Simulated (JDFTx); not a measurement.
The system is Zn.

```
CELL_PARAMETERS angstrom
2.67000 0.00000 0.00000
-1.33500 2.31229 0.00000
0.00000 0.00000 4.96600
ATOMIC_POSITIONS crystal
Zn 0.66667 0.33333 0.75000
Zn 0.33333 0.66667 0.25000
```

- Program: JDFTx 1.7.0 (patched build)
- Task: relaxation of cell and atoms
- Functional: PBE
- Potentials or basis: Ansatz-NC-SR-PBE with smoothed tails
- Cutoff: 1143 eV
- Density cutoff: 9143 eV
- k mesh: 6 × 6 × 3
- Occupations: fermi-dirac, width 0.05 eV
- Spin: no spin polarisation

At the start: pressure -0.6 GPa; volume 15.33 Å³/atom.

Task: How do energy, volume and symmetry change on relaxing?

Result: Over 6 steps the energy falls by 8.6 meV/atom and the volume is 15.29 Å³/atom (-0.3 %); space group P6_3/mmc (No. 194, to 0.05 Å).

Step by step:
| step | energy change (eV) | largest force (eV/Å) | pressure (GPa) | volume (Å³) |
| --- | --- | --- | --- | --- |
| 1 | 0.0000 | 0.0000 | -0.65 | 30.66 |
| 2 | -0.0074 | 0.0000 | -0.40 | 30.57 |
| 3 | -0.0168 | 0.0000 | 0.56 | 30.35 |
| 4 | -0.0171 | 0.0000 | -0.16 | 30.63 |
| 5 | -0.0172 | 0.0000 | 0.03 | 30.57 |
| 6 | -0.0172 | 0.0000 | 0.01 | 30.58 |

Final structure:
```
Zn
1.0
     2.63205    0.00000    0.00000
    -1.31603    2.27943    0.00000
     0.00000    0.00000    5.09661
Zn
2
Cartesian
  1.3160 0.7598 3.8225
  0.0000 1.5196 1.2742
```

Caveat: the k mesh is coarse (spacing up to 0.45 Å⁻¹), so the values aren't converged.
